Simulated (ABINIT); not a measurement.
Crystal: NaCl.

```
Cl Na
1.0
     0.00000    2.79406    2.79406
     2.79406    0.00000    2.79406
     2.79406    2.79406    0.00000
Cl Na
1 1
Direct
  0.50000 0.50000 0.50000
  0.00000 0.00000 0.00000
```

The cell is a database's computed one.

Program: ABINIT 10.8.3 (patched build). Alike in all runs: no spin polarisation; cell as given; smearing fermi-dirac 0.05 eV.

Order these runs on this cell by their pressure, lowest first.
A. level RPBE; potentials or basis JTH PAW PBE v2.0; k mesh 8 × 8 × 8; cutoff (eV) 1088; fine-grid cutoff 1687.11 eV
B. level LDA; potentials or basis JTH PAW LDA v2.0; k mesh 10 × 10 × 10; cutoff (eV) 1225; fine-grid cutoff 1836.77 eV
C. level PBE; potentials or basis PseudoDojo NC SR PBE v0.4.1 standard; k mesh 8 × 8 × 8; cutoff (eV) 1197

B (-1.7 GPa), C (1.6 GPa), A (3.7 GPa).

Caveats: the PAW data sets were made with another functional, which shifts forces and pressure a little (some runs).
